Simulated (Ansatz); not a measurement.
ZrN: a run of Ansatz with trial settings.

```yaml
crystal:
  lattice:
    - [0.0, 2.2942655869, 2.2942655869]
    - [2.2942655869, 0.0, 2.2942655869]
    - [2.2942655869, 2.2942655869, 0.0]
  atoms:
    - { symbol: Zr, position: [0.5, 0.5, 0.5] }
    - { symbol: "N", position: [0.0, 0.0, 0.0] }
basis:
  ecutwfc: 540
kpoints:
  mp_grid: { grid: [8, 8, 8] }
hamiltonian:
  xc: pbe
scf:
  occupations: { method: gaussian, width: 0.1 }
output:
  forces: true
  stress: true
  eigenvalues: true
relax:
  adjacent_minimum: "off"
  f_tol: 0.003
  max_steps: 10
```

Command:

```bash
ansatz run input.yaml --threads 1 --pin off --max-ram 1331MiB --backend cpu --events-out ev --progress --plain --runs-dir out
```

From the log (HF is the Harris–Foulkes energy, dr2 the density residual in eV):

```text
Warning: output.stress: scf.convergence.dr2_threshold = 1e-7 eV (the SCF's general default) is looser than the 2e-10 eV advised for a printed stress (1e-10 eV for each atom of the cell: 2). What an SCF threshold leaves in a stress goes as its square root …
The last accepted step is kept in <dir> (removed where the run ends without a failure and the disk answers)
Pseudopotential: Zr, paw, valence charge 12, recommended cutoff 420 eV (normal)
Pseudopotential: N, paw, valence charge 5, recommended cutoff 420 eV (normal)
Crystal: 2 atoms, lattice volume = 24.152 Å³
Basis set: ecut = 540 eV, 701 PW (Γ), exchange–correlation on 50×50×50 points (8 copies of the dense FFT grid, shifted against one another)
Bands: 13, of which v1, the nominal top of the filled ones, is band 9 counted from 1 (8 counted from 0)
Symmetry: 48 space group operations
Space group: Fm-3m (ITA 225), of the structure as read, at distance tolerance 2.9e-5 Å
k-points: 29 of 512
Initial density: superposition of atomic densities, corrected by the library's trained network
SCF iter   1: HF=-4571.298279 eV  Δρ=2.29e-3  dr2=1.44e-3
SCF iter   2: HF=-4571.297983 eV  Δρ=1.42e-3  dr2=6.09e-4
SCF iter   3: HF=-4571.297891 eV  Δρ=2.84e-4  dr2=1.64e-5
SCF iter   4: HF=-4571.297890 eV  Δρ=5.17e-5  dr2=3.67e-7
SCF iter   5: F=-4571.297890 eV  HF=-4571.297890 eV  Δρ=1.13e-5  dr2=8.88e-9
SCF iter   6: F=-4571.297890 eV  HF=-4571.297890 eV  Δρ=1.11e-6  dr2=1.62e-10
SCF 1 converged in 6 iterations: F = -4571.297890 eV  dr2 = 1.62e-10
relax step   1: F+E_penalty+E_count = -4571.29789011 eV  Δ(F+E_penalty+E_count) = +0.000e0 eV  max|allowed force component| = 1.147e-29 eV/Å  Δτ_max = 0.0000 Å  (6 SCF iters, accepted)
SCF converged after 6 iterations
Free energy (F): -4571.297890 eV
E sigma→0 (E₀):  -4571.294787 eV
Entropy (-TS):   -0.006207 eV (-3.103 meV/atom)
Fermi energy:    17.635448 eV
--- Forces (eV/Å), atoms counted from 1 ---
  atom   1  Zr     0.00000000    -0.00000000    -0.00000000
  atom   2  N     -0.00000000    -0.00000000    -0.00000000
--- Stress (GPa, compression-positive) ---
        1.242213       0.000000      -0.000000
        0.000000       1.242213       0.000000
        0.000000      -0.000000       1.242213
  P = ⅓ Tr σ = 1.2422 GPa (12.422 kbar)
```

These settings were drawn at random to show what each does; none of the numbers is a converged property of the crystal.